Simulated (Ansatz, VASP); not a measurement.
Two plane-wave programs on SnO

POSCAR

```
SnO
1.0
    3.7925880617      0.0000000000      0.0000000000
    0.0000000000      3.7925880617      0.0000000000
    0.0000000000      0.0000000000      4.9487227169
Sn O
2 2
Direct
    0.0000000000      0.5000000000      0.2329605636
    0.5000000000      0.0000000000      0.7670394364
    0.5000000000      0.5000000000      0.0000000000
    0.0000000000      0.0000000000      0.0000000000
```

The input INCAR.step1:

```
  PREC = Accurate
  ENCUT = 520
  ISMEAR = 0
  SIGMA = 0.01
  LREAL = False
  LASPH = True
  NELM = 100
  NBANDS = 28
  GGA = PE
  ALGO = Normal
  EDIFF = 1E-4
  LWAVE = True
  LCHARG = False
```

The input INCAR.step2:

```
  PREC = Accurate
  ENCUT = 520
  EDIFF = 1E-6
  ISMEAR = 0
  SIGMA = 0.01
  LREAL = False
  LASPH = True
  NELM = 100
  ALGO = Normal
  ISIF = 2
  LWAVE = False
  LCHARG = False
  METAGGA = R2SCAN
  LMIXTAU = True
  NBANDS = 28
  ISTART = 1
```

KPOINTS

```
regular mesh
0
Gamma
  6 6 6
```

Input for Ansatz:

```yaml
crystal:
  lattice:
    - [3.7925880617, 0.0, 0.0]
    - [0.0, 3.7925880617, 0.0]
    - [0.0, 0.0, 4.9487227169]
  atoms:
    - { symbol: Sn, position: [0.0, 0.5, 0.2329605636] }
    - { symbol: Sn, position: [0.5, 0.0, 0.7670394364] }
    - { symbol: O, position: [0.5, 0.5, 0.0] }
    - { symbol: O, position: [0.0, 0.0, 0.0] }
kpoints:
  mp_grid: { grid: [6, 6, 6] }
  band_path:
    path:
      - [0.0, 0.0, 0.0]
      - [0.0, 0.5, 0.0]
      - [0.5, 0.5, 0.0]
      - [0.0, 0.0, 0.5]
      - [0.0, 0.5, 0.5]
      - [0.5, 0.5, 0.5]
      - [-0.041667, -0.041667, 0.0]
    npoints: 1
hamiltonian:
  xc: r2scan
scf:
  occupations: { method: fixed }
  n_extra_bands: 5
output:
  forces: true
  stress: true
  eigenvalues: true
  write_density: true
  write_potential: true
  elf: true
  volumetric_format: npy
```

Change from the starting cell: uniaxial_z strain +4.0%.

Alike in both runs: task single point; functional r2SCAN; k mesh 6 × 6 × 6; no spin polarisation.

|  | VASP | Ansatz |
| --- | --- | --- |
| version | VASP 6.6.1 | Ansatz 0.2.0 |
| potentials or method | VASP PAW PBE potentials, release 64 (Sn_d, O) | plane waves, PAW |
| plane-wave cutoff (eV) | 520 | 500 |
| occupations | gaussian, width 0.01 eV | fixed |
| valence electrons in the cell | 40 | 40 |

|  | VASP | Ansatz | Ansatz less VASP |
| --- | --- | --- | --- |
| gap on the k mesh at the Fermi level (eV) | 0.30 | 0.30 | -0.006 |
| pressure (GPa) | 1.1 | 0.5 | -0.58 |
| largest component of the traceless stress (GPa) | 0.55 | 0.50 | -0.052 |
| rms of the force components (eV/Å) | 0.052 | 0.007 | -0.0452 |

Atom by atom the forces differ by 0.059 eV/Å (rms over components).

Caveats: the PAW data sets were made with another functional, which shifts forces and pressure a little (VASP); spin-orbit coupling is left out, which moves the levels of the heavy elements.
